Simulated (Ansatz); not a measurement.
# BN: random displacements

Computed with DFT PBE, scalar-relativistic, plane waves, PAW in Ansatz. The runs took a 420 eV cutoff, a Γ-centred 12×12×6 mesh and Gaussian smearing (0.05 eV). No spin polarisation. Energies are free energies at this smearing, counted from the undisturbed cell; pressure is positive in compression.

The starting cell (relaxed at this level; this wurtzite form isn't the usual structure):

```
B N
1.0
     2.55458    0.00000    0.00000
    -1.27729    2.21233    0.00000
     0.00000    0.00000    4.22451
B N
2 2
Direct
  0.66667 0.33333 0.99981
  0.33333 0.66667 0.49981
  0.66667 0.33333 0.62519
  0.33333 0.66667 0.12519
```

The atoms are displaced (Å, in the unstrained cell):

| atom | ux | uy | uz |
| --- | --- | --- | --- |
| B1 | -0.009 | 0.004 | -0.102 |
| B2 | -0.022 | -0.073 | 0.043 |
| N3 | 0.026 | 0.125 | 0.046 |
| N4 | 0.005 | -0.056 | 0.013 |

The cell is not strained.

(1) What are the energy change, the stress and the forces?

## Answers

(1) ΔE = 187.2 meV/atom; stress (xx, yy, zz, yz, xz, xy; compression positive) (10.19, 6.66, 10.35, -2.38, -3.13, 2.64) GPa; gap on the mesh 3.71 eV.
| atom | Fx (eV/Å) | Fy | Fz |
| --- | --- | --- | --- |
| B1 | 0.42 | -0.31 | 5.48 |
| B2 | 1.70 | 2.52 | -2.80 |
| N3 | -1.74 | -2.89 | -1.80 |
| N4 | -0.38 | 0.68 | -0.89 |

Cost: 1 run of about 0.24 core-minutes, on Intel Xeon Platinum 8259CL (Skylake/Cascade Lake) (shared hosts).